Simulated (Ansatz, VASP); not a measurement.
## Two plane-wave programs on LiF

```
CELL_PARAMETERS angstrom
3.10944 0.00000 0.00000
-1.55472 2.69285 0.00000
0.00000 0.00000 4.95396
ATOMIC_POSITIONS crystal
Li 0.33333 0.66667 0.33007
Li 0.66667 0.33333 0.83007
F 0.33333 0.66667 0.99393
F 0.66667 0.33333 0.49393
```

Alike in both runs: task single point; functional PBE; k mesh 9 × 9 × 6; occupations gaussian, width 0.05 eV; no spin polarisation.

|  | VASP | Ansatz |
| --- | --- | --- |
| version | VASP 6.6.1 | Ansatz 0.2.0 |
| potentials or method | VASP PAW PBE potentials, release 64 (Li_sv, F) | scalar-relativistic, plane waves, PAW |
| plane-wave cutoff (eV) | 520 | 520 |
| valence electrons in the cell | 20 | 20 |

```csv
,VASP,Ansatz,Ansatz less VASP
gap on the k mesh at the Fermi level (eV),7.55,7.56,+0.013
least direct gap on the mesh (eV),7.55,7.56,+0.013
rms of the force components (eV/Å),0.800,0.759,-0.0407
```

Atom by atom the forces differ by 0.041 eV/Å (rms over components).

Caveats: an odd mesh through Γ misses points on the zone boundary, where band edges often lie; forces of over 1 eV/Å show positions far from the minimum, so gaps and moduli don't describe the material at rest.
